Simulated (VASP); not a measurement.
# W: relaxed cell and band gap, by functional

W, Im-3m (no. 229), 1 atom in the cell.

| Functional | Volume (Å³/atom) | Change from the starting volume (fraction) | Gap, path and mesh (eV) | Time (s) |
|---|---|---|---|---|
| LDA | 15.49 | -0.023 | 0.00 | 44 |
| LDA (PW92) | 15.47 | -0.024 | 0.00 | 47 |
| LDA (VWN5) | 15.41 | -0.027 | 0.00 | 50 |
| LDA (Hedin-Lundqvist) | 15.51 | -0.022 | 0.00 | 49 |
| LDA (Wigner) | 15.90 | 0.003 | 0.00 | 42 |
| Slater exchange only | 16.20 | 0.022 | 0.00 | 54 |
| PBE exchange only | 17.73 | 0.119 | 0.00 | 97 |
| PBE | 16.18 | 0.021 | 0.00 | 55 |
| PBEsol | 15.74 | -0.007 | 0.00 | 52 |

## Input of the first row

INCAR.step1:
```
SYSTEM = W
ALGO     = Normal         ! electronic algorithm
EDIFF    = 1E-7           ! SCF threshold, eV
EDIFFG   = -0.005         ! ionic threshold
ENCUT    = 600            ! plane-wave cutoff, eV
GGA      = CA             ! functional
GGA_COMPAT= .FALSE.      
IBRION   = 2              ! ionic algorithm
ISIF     = 3              ! what is computed and relaxed
ISMEAR   = 1              ! smearing method
LASPH    = .TRUE.         ! aspherical terms in the spheres
LCHARG   = .FALSE.        ! write CHGCAR
LREAL    = .FALSE.        ! projectors in reciprocal space
LWAVE    = .FALSE.        ! write WAVECAR
NELM     = 150            ! most SCF steps
NSW      = 60             ! ionic steps
PREC     = Accurate       ! precision mode
SIGMA    = 0.1            ! smearing width, eV
```

INCAR.step2, as INCAR.step1 but for:
```
- NSW = 60
+ NSW = 40
```

INCAR.step3, as INCAR.step2 but for:
```
- EDIFFG = -0.005
- IBRION = 2
- ISIF = 3
- NSW = 40
+ ISIF = 2
+ NBANDS = 13
```

KPOINTS:
```
k-points
0
Gamma
  12 12 12
```

KPOINTS_OPT:
```
path GHNGPH,PN
8
line-mode
reciprocal
 0.0000000000  0.0000000000  0.0000000000  G
 0.5000000000 -0.5000000000  0.5000000000  H

 0.5000000000 -0.5000000000  0.5000000000  H
 0.0000000000  0.0000000000  0.5000000000  N

 0.0000000000  0.0000000000  0.5000000000  N
 0.0000000000  0.0000000000  0.0000000000  G

 0.0000000000  0.0000000000  0.0000000000  G
 0.2500000000  0.2500000000  0.2500000000  P

 0.2500000000  0.2500000000  0.2500000000  P
 0.5000000000 -0.5000000000  0.5000000000  H

 0.2500000000  0.2500000000  0.2500000000  P
 0.0000000000  0.0000000000  0.5000000000  N
```

POSCAR.step1:
```
W
1.0
   -1.5823450000      1.5823450000      1.5823450000
    1.5823450000     -1.5823450000      1.5823450000
    1.5823450000      1.5823450000     -1.5823450000
W
1
Direct
    0.0000000000      0.0000000000      0.0000000000
```

Commands (each step's output is kept before the next begins):
```
cat potpaw_LDA.64/W_sv/POTCAR > POTCAR
cp INCAR.step1 INCAR
cp POSCAR.step1 POSCAR
mpirun -np 1 vasp_std > vasp.out
cp CONTCAR POSCAR
rm WAVECAR CHG
cp INCAR.step2 INCAR
mpirun -np 1 vasp_std > vasp.out
cp CONTCAR POSCAR
rm WAVECAR CHG
cp INCAR.step3 INCAR
mpirun -np 1 vasp_std > vasp.out
```

Changes of the last row against the first:
```
(all steps)
- GGA = CA
+ GGA = PS
- cat potpaw_LDA.64/W_sv/POTCAR > POTCAR
+ cat potpaw_PBE.64/W_sv/POTCAR > POTCAR
```

VASP 6.6.1 took 44 s on 1 core (Intel Xeon Platinum 8488C (Sapphire Rapids)), a shared host.
